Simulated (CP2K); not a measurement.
Ir:

```
CELL_PARAMETERS angstrom
2.70907 0.00000 0.00000
1.35453 2.34612 0.00000
1.35453 0.78204 2.21194
ATOMIC_POSITIONS crystal
Ir 0.00000 0.00000 0.00000
```

Base run:

```yaml
Program: CP2K 2026.2
Functional: PBE
Potentials_or_basis: POTENTIAL_UZH Ir GTH-PBE-q17; TZVP-MOLOPT-PBE-GTH basis
Density_cutoff: 9184 eV
k_mesh: 12 × 12 × 12
Occupations: fermi-dirac, width 0.05 eV
Spin: no spin polarisation
```

Its results: band gap on the k mesh none (metal or under the smearing width); pressure 9.2 GPa.

Task: After a change of settings the same cell gave: band gap on the k mesh none (metal or under the smearing width); pressure 2.6 GPa. Which change was it?
A. functional from PBE to OLYP
B. functional from PBE to r2SCAN
C. functional from PBE to PBEsol
D. functional from PBE to vdW-DF-cx

Result: B.

Caveats: spin-orbit coupling is left out, which moves the levels of the heavy elements; the basis of atomic orbitals isn't converged, which shifts pressures, moduli and gaps; the potentials were made for another functional, which shifts forces and pressure (some runs).
